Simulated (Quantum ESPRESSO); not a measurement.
# BaS (Fm-3m) in Quantum ESPRESSO: notebook

One crystal, BaS, is run at these levels: rev-vdW-DF2; tasks: single point, equation of state.

Everything below comes from runs of Quantum ESPRESSO 7.5. Logs are shortened: lines on timing, memory, paths and dates and some standing lists are left out, and cuts for length are marked.

## (1) The structure

Symmetry: Fm-3m, No. 225, cubic system. The conventional cell has a = 6.388 Å, b = 6.388 Å, c = 6.388 Å, α = 90.00°, β = 90.00°, γ = 90.00°. Ba (site symmetry m-3m) is surrounded by 6 S at 3.19 Å. S (site symmetry m-3m) has 6 Ba at 3.19 Å as nearest neighbours.

## (2) Single point, rev-vdW-DF2, 30.62 Å³/atom

pw.in reads:

```
&CONTROL
  calculation = 'scf'
  prefix = 'pwscf'
  outdir = './tmp'
  pseudo_dir = './pseudo'
  tprnfor = .true.
  tstress = .true.
  disk_io = 'nowf'
/
&SYSTEM
  ibrav = 0
  nat = 2
  ntyp = 2
  ecutwfc = 52
  nbnd = 14
  input_dft = 'vdw-df2-b86r'
  occupations = 'smearing'
  smearing = 'fd'
  degauss = 0.00367493
/
&ELECTRONS
  conv_thr = 4d-10
  electron_maxstep = 120
  mixing_beta = 0.5
/
ATOMIC_SPECIES
Ba   137.3270 Ba.upf
S     32.0600 S.upf
CELL_PARAMETERS angstrom
   0.0000000000    3.1285531347    3.1285531347
   3.1285531347    0.0000000000    3.1285531347
   3.1285531347    3.1285531347    0.0000000000
ATOMIC_POSITIONS crystal
Ba     0.0000000000    0.0000000000    0.0000000000
S      0.5000000000    0.5000000000    0.5000000000
K_POINTS automatic
7 7 7 0 0 0
```

Potentials or basis: PseudoDojo 0.4.1 SR PBE standard.

Started as:

```bash
$ OMP_NUM_THREADS=1 pw.x -in pw.in > pw.out
```

pw.out:

```text
This program is part of the open-source Quantum ESPRESSO suite
     for quantum simulation of materials; please cite
         "P. Giannozzi et al., J. Phys.:Condens. Matter 21 395502 (2009);
         "P. Giannozzi et al., J. Phys.:Condens. Matter 29 465901 (2017);
         "P. Giannozzi et al., J. Chem. Phys. 152 154105 (2020);
     in publications or presentations arising from this work. More details at

     IMPORTANT: XC functional enforced from input :
     Exchange-correlation= VDW-DF2-B86R
                           (   1   4  26   0   2   0   0)
     Any further DFT definition will be discarded
     Please, verify this is what you really want

     Message from routine setup:
     using ibrav=0 with symmetry is DISCOURAGED, use correct ibrav instead

     G-vector sticks info
     --------------------
     sticks:   dense  smooth     PW     G-vecs:    dense   smooth      PW
     Sum        1003    1003    301                20875    20875    3479

     Using Slab Decomposition

     bravais-lattice index     =            0
     lattice parameter (alat)  =       8.3610  a.u.
     unit-cell volume          =     413.2922 (a.u.)^3
     number of atoms/cell      =            2
     number of atomic types    =            2
     number of electrons       =        16.00
     number of Kohn-Sham states=           14
     kinetic-energy cutoff     =      52.0000  Ry
     charge density cutoff     =     208.0000  Ry
     scf convergence threshold =      4.0E-10
     mixing beta               =       0.5000
     number of iterations used =            8  plain     mixing
     Exchange-correlation= VDW-DF2-B86R
                           (   1   4  26   0   2   0   0)

     celldm(1)=   8.360984  celldm(2)=   0.000000  celldm(3)=   0.000000
     celldm(4)=   0.000000  celldm(5)=   0.000000  celldm(6)=   0.000000

[... 8 lines left out ...]
               b(3) = (  0.707107  0.707107 -0.707107 )

     PseudoPot. # 1 for Ba read from file:
     Ba.upf
     Pseudo is Norm-conserving + core correction, Zval = 10.0
     Generated using ONCVPSP code by D. R. Hamann
     Using radial grid of 1958 points,  6 beta functions with:
                l(1) =   0
                l(2) =   0
                l(3) =   1
                l(4) =   1
                l(5) =   2
                l(6) =   2

     PseudoPot. # 2 for S  read from file:
     S.upf
     Pseudo is Norm-conserving + core correction, Zval =  6.0
     Generated using ONCVPSP code by D. R. Hamann
     Using radial grid of 1146 points,  6 beta functions with:
                l(1) =   0
                l(2) =   0
                l(3) =   1
                l(4) =   1
                l(5) =   2
                l(6) =   2

     atomic species   valence    mass     pseudopotential
     Ba               10.00   137.32700     Ba( 1.00)
     S                 6.00    32.06000     S ( 1.00)

     48 Sym. Ops., with inversion, found

   Cartesian axes

     site n.     atom                  positions (alat units)
         1        Ba     tau(   1) = (   0.0000000   0.0000000   0.0000000  )
         2        S      tau(   2) = (   0.7071068   0.7071068   0.7071068  )

     number of k points=    20  Fermi-Dirac smearing, width (Ry)=  0.0037
                       cart. coord. in units 2pi/alat
        k(    1) = (   0.0000000   0.0000000   0.0000000), wk =   0.0058309
        k(    2) = (   0.1010153   0.1010153  -0.1010153), wk =   0.0466472
        k(    3) = (   0.2020305   0.2020305  -0.2020305), wk =   0.0466472
        k(    4) = (   0.3030458   0.3030458  -0.3030458), wk =   0.0466472
        k(    5) = (   0.2020305  -0.0000000   0.0000000), wk =   0.0349854
        k(    6) = (   0.3030458   0.1010153  -0.1010153), wk =   0.1399417
        k(    7) = (   0.4040610   0.2020305  -0.2020305), wk =   0.1399417
        k(    8) = (  -0.2020305  -0.4040610   0.4040610), wk =   0.1399417
        k(    9) = (  -0.1010153  -0.3030458   0.3030458), wk =   0.1399417
        k(   10) = (  -0.0000000  -0.2020305   0.2020305), wk =   0.0699708
        k(   11) = (   0.4040610  -0.0000000   0.0000000), wk =   0.0349854
        k(   12) = (   0.5050763   0.1010153  -0.1010153), wk =   0.1399417
        k(   13) = (  -0.1010153  -0.5050763   0.5050763), wk =   0.1399417
        k(   14) = (   0.0000000  -0.4040610   0.4040610), wk =   0.0699708
        k(   15) = (   0.6060915  -0.0000000   0.0000000), wk =   0.0349854
        k(   16) = (  -0.0000000  -0.6060915   0.6060915), wk =   0.0699708
        k(   17) = (   0.4040610   0.2020305   0.0000000), wk =   0.1399417
        k(   18) = (  -0.2020305  -0.4040610   0.6060915), wk =   0.2798834
        k(   19) = (  -0.1010153  -0.5050763   0.7071068), wk =   0.1399417
        k(   20) = (   0.0000000  -0.4040610   0.6060915), wk =   0.1399417

     Dense  grid:    20875 G-vectors     FFT dimensions: (  40,  40,  40)

     Initial potential from superposition of free atoms

[... 81 lines left out ...]
     Davidson diagonalization with overlap
     ethr =  4.71E-09,  avg # of iterations =  2.1

     total energy              =     -78.63111393 Ry
     estimated scf accuracy    <       0.00000004 Ry

     iteration #  7     ecut=    52.00 Ry     beta= 0.50
     Davidson diagonalization with overlap
     ethr =  2.57E-10,  avg # of iterations =  2.4

     total energy              =     -78.63111395 Ry
     estimated scf accuracy    <          4.0E-09 Ry

     iteration #  8     ecut=    52.00 Ry     beta= 0.50
     Davidson diagonalization with overlap
     ethr =  2.51E-11,  avg # of iterations =  2.2

     End of self-consistent calculation

          k = 0.0000 0.0000 0.0000 (  2685 PWs)   bands (ev):

   -19.3745  -4.4197  -4.4197  -4.4197  -3.9881   6.4419   6.4419   6.4419
    10.2760  10.2760  10.2760  10.2896  11.3355  11.3355

          k = 0.1010 0.1010-0.1010 (  2655 PWs)   bands (ev):

   -19.3629  -4.9609  -4.4285  -4.4285  -3.4319   5.8991   6.1494   6.1494
    10.3031  10.5979  10.5979  11.0679  11.9707  11.9707

          k = 0.2020 0.2020-0.2020 (  2623 PWs)   bands (ev):

   -19.3368  -5.5236  -4.4480  -4.4480  -2.8319   5.0125   5.6335   5.6335
    10.6719  11.4882  11.4882  12.4855  13.4918  13.4918

          k = 0.3030 0.3030-0.3030 (  2596 PWs)   bands (ev):

   -19.3156  -5.8389  -4.4634  -4.4634  -2.4818   4.4504   5.3023   5.3023
    11.5961  12.6706  12.6706  12.7105  15.1411  15.1411

          k = 0.2020-0.0000 0.0000 (  2633 PWs)   bands (ev):

   -19.3592  -4.9724  -4.4665  -4.4665  -3.3797   5.5165   6.3481   6.3481
     9.7455  10.8226  11.0216  11.0216  11.5225  12.9494

          k = 0.3030 0.1010-0.1010 (  2617 PWs)   bands (ev):

   -19.3381  -5.3476  -4.5041  -4.4886  -3.0315   5.0579   5.9499   6.0582
     9.7116  11.6342  11.9000  11.9072  12.3214  14.4165

          k = 0.4041 0.2020-0.2020 (  2625 PWs)   bands (ev):

   -19.3154  -5.6701  -4.5302  -4.5134  -2.7334   4.7855   5.4728   5.6124
    10.4004  12.6286  12.8931  12.9945  13.8503  15.0904

          k =-0.2020-0.4041 0.4041 (  2606 PWs)   bands (ev):

   -19.3083  -5.7672  -4.5785  -4.4878  -2.6133   4.6218   5.3410   5.4932
    11.5681  11.8345  12.7497  13.6497  15.0051  15.7012

          k =-0.1010-0.3030 0.3030 (  2613 PWs)   bands (ev):

   -19.3222  -5.6131  -4.5835  -4.4459  -2.7296   4.7603   5.3708   5.8676
    10.7528  11.5963  12.2478  12.8252  13.7290  15.0937

          k =-0.0000-0.2020 0.2020 (  2623 PWs)   bands (ev):

   -19.3466  -5.2808  -4.5186  -4.4193  -3.0679   5.2710   5.6948   6.2203
    10.2990  10.7978  11.3043  11.6673  12.7871  13.3478

          k = 0.4041-0.0000 0.0000 (  2638 PWs)   bands (ev):

   -19.3252  -5.2638  -4.5701  -4.5701  -3.2403   5.1192   6.2892   6.2892
     8.9292  11.6291  12.0065  12.7731  12.7731  15.5128

          k = 0.5051 0.1010-0.1010 (  2608 PWs)   bands (ev):

   -19.3077  -5.3455  -4.6590  -4.5974  -3.2658   5.3657   5.9739   6.0867
     9.0801  12.5333  12.8049  13.4782  13.5979  15.4195

          k =-0.1010-0.5051 0.5051 (  2615 PWs)   bands (ev):

   -19.2989  -5.4516  -4.8049  -4.5666  -3.0485   5.2379   5.6916   5.8285
    10.0381  12.3215  13.2451  13.6184  14.3396  15.0297

          k = 0.0000-0.4041 0.4041 (  2606 PWs)   bands (ev):

   -19.3053  -5.5656  -4.7735  -4.4995  -2.8108   4.8374   5.4021   5.9761
    11.3345  11.4814  12.2535  12.7693  15.1970  15.8244

          k = 0.6061-0.0000 0.0000 (  2618 PWs)   bands (ev):

   -19.2984  -5.1123  -4.6519  -4.6519  -3.7683   5.8412   6.3432   6.3432
     8.4474  12.4913  12.6183  14.1334  14.1334  14.8454

          k =-0.0000-0.6061 0.6061 (  2618 PWs)   bands (ev):

   -19.2945  -5.0034  -4.9621  -4.6386  -3.5835   5.9752   6.0117   6.1392
     8.8530  13.0946  13.2429  13.3785  13.9419  14.3729

          k = 0.4041 0.2020 0.0000 (  2615 PWs)   bands (ev):

   -19.3189  -5.4692  -4.6339  -4.5082  -2.9535   4.9816   5.6134   6.1140
     9.7588  11.9515  12.4604  12.9752  13.3606  15.1789

          k =-0.2020-0.4041 0.6061 (  2615 PWs)   bands (ev):

   -19.3033  -5.5512  -4.7054  -4.5727  -2.8916   4.9816   5.5350   5.8525
    10.5214  11.7894  13.1709  13.2859  14.6324  15.7217

          k =-0.1010-0.5051 0.7071 (  2608 PWs)   bands (ev):

   -19.2972  -5.2267  -4.7769  -4.7244  -3.3194   5.5610   5.8633   6.1340
     9.3370  12.4461  12.8558  13.9492  14.0851  14.8784

          k = 0.0000-0.4041 0.6061 (  2624 PWs)   bands (ev):

   -19.2953  -5.2847  -4.8820  -4.6989  -3.1166   5.2261   5.8767   5.9901
    10.3425  11.3154  13.1971  13.8211  13.9363  16.1049

     the Fermi energy is     7.4495 ev

!    total energy              =     -78.63111395 Ry
     estimated scf accuracy    <          6.8E-11 Ry
     smearing contrib. (-TS)   =      -0.00000000 Ry
     internal energy E=F+TS    =     -78.63111395 Ry

     The total energy is F=E-TS. E is the sum of the following terms:
     one-electron contribution =      -3.57067881 Ry
     hartree contribution      =       8.65106320 Ry
     xc contribution           =     -19.91791463 Ry
     ewald contribution        =     -63.79358371 Ry

     convergence has been achieved in   8 iterations

     Forces acting on atoms (cartesian axes, Ry/au):

     atom    1 type  1   force =     0.00000000    0.00000000   -0.00000000
     atom    2 type  2   force =     0.00000000   -0.00000000    0.00000000

     Total force =     0.000000     Total SCF correction =     0.000000

     Computing stress (Cartesian axis) and pressure

          total   stress  (Ry/bohr**3)                   (kbar)     P=       33.52
   0.00022785   0.00000000   0.00000000           33.52        0.00        0.00
  -0.00000000   0.00022785   0.00000000           -0.00       33.52        0.00
   0.00000000   0.00000000   0.00022785            0.00        0.00       33.52

=------------------------------------------------------------------------------=
   JOB DONE.
=------------------------------------------------------------------------------=
```

It took 72 s on 1 thread of Arm Neoverse V1, shared host; peak memory 0.09 GiB.

Results:

* Free energy: -1069.8308 eV
* Pressure: 3.4 GPa
* Band gap on the k mesh: 2.01 eV, indirect (least direct gap 2.10 eV)

Caveat: the potentials were made for another functional, which shifts forces and pressure; this release of the barium file is off; spin-orbit coupling is left out, which moves the levels of the heavy elements; an odd mesh through Γ misses points on the zone boundary, where band edges often lie.

## (3) Single point, rev-vdW-DF2, 31.27 Å³/atom

Changes to pw.in since step 2:

```diff
@@ -29,5 +29,5 @@
 CELL_PARAMETERS angstrom
-   0.0000000000    3.1285531347    3.1285531347
-   3.1285531347    0.0000000000    3.1285531347
-   3.1285531347    3.1285531347    0.0000000000
+   0.0000000000    3.1505859250    3.1505859250
+   3.1505859250    0.0000000000    3.1505859250
+   3.1505859250    3.1505859250    0.0000000000
 ATOMIC_POSITIONS crystal
```

Potentials or basis: PseudoDojo 0.4.1 SR PBE standard.

Started as:

```bash
$ OMP_NUM_THREADS=1 pw.x -in pw.in > pw.out
```

Wall time 72 s (1 thread of Arm Neoverse V1, shared host); peak memory 0.1 GiB.

It converged, with:

```yaml
Free_energy: -1069.8532 eV
Pressure: 2.2 GPa
Band_gap_on_the_k_mesh: 2.04 eV, indirect (least direct gap 2.16 eV)
```

Caveat: the potentials were made for another functional, which shifts forces and pressure; this release of the barium file is off; spin-orbit coupling is left out, which moves the levels of the heavy elements; an odd mesh through Γ misses points on the zone boundary, where band edges often lie.

## (4) Single point, rev-vdW-DF2, 31.92 Å³/atom

Changes to pw.in since step 3:

```diff
@@ -29,5 +29,5 @@
 CELL_PARAMETERS angstrom
-   0.0000000000    3.1505859250    3.1505859250
-   3.1505859250    0.0000000000    3.1505859250
-   3.1505859250    3.1505859250    0.0000000000
+   0.0000000000    3.1723147904    3.1723147904
+   3.1723147904    0.0000000000    3.1723147904
+   3.1723147904    3.1723147904    0.0000000000
 ATOMIC_POSITIONS crystal
```

Started as:

```bash
$ OMP_NUM_THREADS=1 pw.x -in pw.in > pw.out
```

Wall time 73 s (1 thread of Arm Neoverse V1, shared host); peak memory 0.1 GiB.

It converged, with:

```
Free energy            : -1069.8664 eV
Pressure               : 1.1 GPa
Band gap on the k mesh : 2.08 eV, indirect (least direct gap 2.20 eV)
```

Caveat: the potentials were made for another functional, which shifts forces and pressure; this release of the barium file is off; spin-orbit coupling is left out, which moves the levels of the heavy elements; an odd mesh through Γ misses points on the zone boundary, where band edges often lie.

## (5) Single point, rev-vdW-DF2, 32.58 Å³/atom

Changes to pw.in since step 4:

```diff
@@ -29,5 +29,5 @@
 CELL_PARAMETERS angstrom
-   0.0000000000    3.1723147904    3.1723147904
-   3.1723147904    0.0000000000    3.1723147904
-   3.1723147904    3.1723147904    0.0000000000
+   0.0000000000    3.1937500000    3.1937500000
+   3.1937500000    0.0000000000    3.1937500000
+   3.1937500000    3.1937500000    0.0000000000
 ATOMIC_POSITIONS crystal
```

Started as:

```bash
$ OMP_NUM_THREADS=1 pw.x -in pw.in > pw.out
```

Wall time 73 s (1 thread of Arm Neoverse V1, shared host); peak memory 0.1 GiB.

It converged, with:

| Quantity | Value |
| --- | --- |
| Free energy | -1069.8713 eV |
| Pressure | 0.1 GPa |
| Band gap on the k mesh | 2.11 eV, indirect (least direct gap 2.25 eV) |

Caveat: the potentials were made for another functional, which shifts forces and pressure; this release of the barium file is off; spin-orbit coupling is left out, which moves the levels of the heavy elements; an odd mesh through Γ misses points on the zone boundary, where band edges often lie.

## (6) Single point, rev-vdW-DF2, 33.23 Å³/atom

Changes to pw.in since step 5:

```diff
@@ -29,5 +29,5 @@
 CELL_PARAMETERS angstrom
-   0.0000000000    3.1937500000    3.1937500000
-   3.1937500000    0.0000000000    3.1937500000
-   3.1937500000    3.1937500000    0.0000000000
+   0.0000000000    3.2149012787    3.2149012787
+   3.2149012787    0.0000000000    3.2149012787
+   3.2149012787    3.2149012787    0.0000000000
 ATOMIC_POSITIONS crystal
```

Potentials or basis: PseudoDojo 0.4.1 SR PBE standard.

Started as:

```bash
$ OMP_NUM_THREADS=1 pw.x -in pw.in > pw.out
```

It took 73 s on 1 thread of Arm Neoverse V1, shared host; peak memory 0.1 GiB.

Results (log left out):

```yaml
Free_energy: -1069.8689 eV
Pressure: -0.7 GPa
Band_gap_on_the_k_mesh: 2.14 eV, indirect (least direct gap 2.29 eV)
```

Caveat: the potentials were made for another functional, which shifts forces and pressure; this release of the barium file is off; spin-orbit coupling is left out, which moves the levels of the heavy elements; an odd mesh through Γ misses points on the zone boundary, where band edges often lie.

## (7) Single point, rev-vdW-DF2, 33.88 Å³/atom

Changes to pw.in since step 6:

```diff
@@ -29,5 +29,5 @@
 CELL_PARAMETERS angstrom
-   0.0000000000    3.2149012787    3.2149012787
-   3.2149012787    0.0000000000    3.2149012787
-   3.2149012787    3.2149012787    0.0000000000
+   0.0000000000    3.2357778460    3.2357778460
+   3.2357778460    0.0000000000    3.2357778460
+   3.2357778460    3.2357778460    0.0000000000
 ATOMIC_POSITIONS crystal
```

Started as:

```bash
$ OMP_NUM_THREADS=1 pw.x -in pw.in > pw.out
```

Wall time 73 s (1 thread of Arm Neoverse V1, shared host); peak memory 0.1 GiB.

The run converged. Its results:

```yaml
Free_energy: -1069.8599 eV
Pressure: -1.5 GPa
Band_gap_on_the_k_mesh: 2.17 eV, indirect (least direct gap 2.32 eV)
```

Caveat: the potentials were made for another functional, which shifts forces and pressure; this release of the barium file is off; spin-orbit coupling is left out, which moves the levels of the heavy elements; an odd mesh through Γ misses points on the zone boundary, where band edges often lie.

## (8) Single point, rev-vdW-DF2, 34.53 Å³/atom

Changes to pw.in since step 7:

```diff
@@ -29,5 +29,5 @@
 CELL_PARAMETERS angstrom
-   0.0000000000    3.2357778460    3.2357778460
-   3.2357778460    0.0000000000    3.2357778460
-   3.2357778460    3.2357778460    0.0000000000
+   0.0000000000    3.2563884516    3.2563884516
+   3.2563884516    0.0000000000    3.2563884516
+   3.2563884516    3.2563884516    0.0000000000
 ATOMIC_POSITIONS crystal
```

Started as:

```bash
$ OMP_NUM_THREADS=1 pw.x -in pw.in > pw.out
```

Wall time 73 s (1 thread of Arm Neoverse V1, shared host); peak memory 0.1 GiB.

The run converged. Its results:

```yaml
Free_energy: -1069.8449 eV
Pressure: -2.2 GPa
Band_gap_on_the_k_mesh: 2.19 eV, indirect (least direct gap 2.35 eV)
```

Caveat: the potentials were made for another functional, which shifts forces and pressure; this release of the barium file is off; spin-orbit coupling is left out, which moves the levels of the heavy elements; an odd mesh through Γ misses points on the zone boundary, where band edges often lie.

## (9) Equation of state, rev-vdW-DF2

Potentials or basis: PseudoDojo 0.4.1 SR PBE standard.

This step only gathers the single runs of the series.

What came out:

```yaml
Equilibrium_volume: 32.68 Å³/atom
Bulk_modulus: 45 GPa
Pressure_derivative_of_the_bulk_modulus: 4.5
```

Energy against volume, from the lowest point:
| volume (Å³/atom) | energy (meV/atom) |
| --- | --- |
| 30.622 | 20.26 |
| 31.273 | 9.07 |
| 31.925 | 2.48 |
| 32.576 | 0.00 |
| 33.228 | 1.21 |
| 33.879 | 5.73 |
| 34.531 | 13.21 |

Caveat: the potentials were made for another functional, which shifts forces and pressure; this release of the barium file is off. The run has no spin-orbit coupling, so splittings on Ba are missing.
